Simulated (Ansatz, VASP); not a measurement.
One calculation of PbF2, two programs

```
CELL_PARAMETERS angstrom
0.00000 2.96985 2.96985
2.96985 0.00000 2.96985
2.96985 2.96985 0.00000
ATOMIC_POSITIONS crystal
Pb 0.02525 0.97475 0.02525
F 0.25000 0.25000 0.25000
F 0.75000 0.75000 0.75000
```

Change from the starting cell: one atom moved.

Alike in both runs: task single point; functional PBE; k mesh 8 × 8 × 8; occupations gaussian, width 0.02 eV; no spin polarisation.

|  | VASP | Ansatz |
| --- | --- | --- |
| version | VASP 6.6.1 | Ansatz 0.2.0 |
| potentials or method | VASP PAW PBE potentials, release 64 (Pb_d, F) | scalar-relativistic, plane waves, PAW |
| plane-wave cutoff (eV) | 520 | 420 |
| valence electrons in the cell | 28 | 28 |

Ansatz gave:

```
gap on the k mesh at the Fermi level (eV)       : 4.40
least direct gap on the mesh (eV)               : 4.59
pressure (GPa)                                  : 2.7
largest component of the traceless stress (GPa) : 0.09
rms of the force components (eV/Å)              : 0.102
```

Problem. What did VASP give for the same quantities?

Solution. gap on the k mesh at the Fermi level (eV): 4.39; least direct gap on the mesh (eV): 4.59; pressure (GPa): 2.5; largest component of the traceless stress (GPa): 0.09; rms of the force components (eV/Å): 0.104.

Atom by atom the forces differ by 0.003 eV/Å (rms over components).

Caveats: spin-orbit coupling is left out, which as a rule narrows the gap of such compounds by several tenths of an eV. A k mesh can miss the band edges.
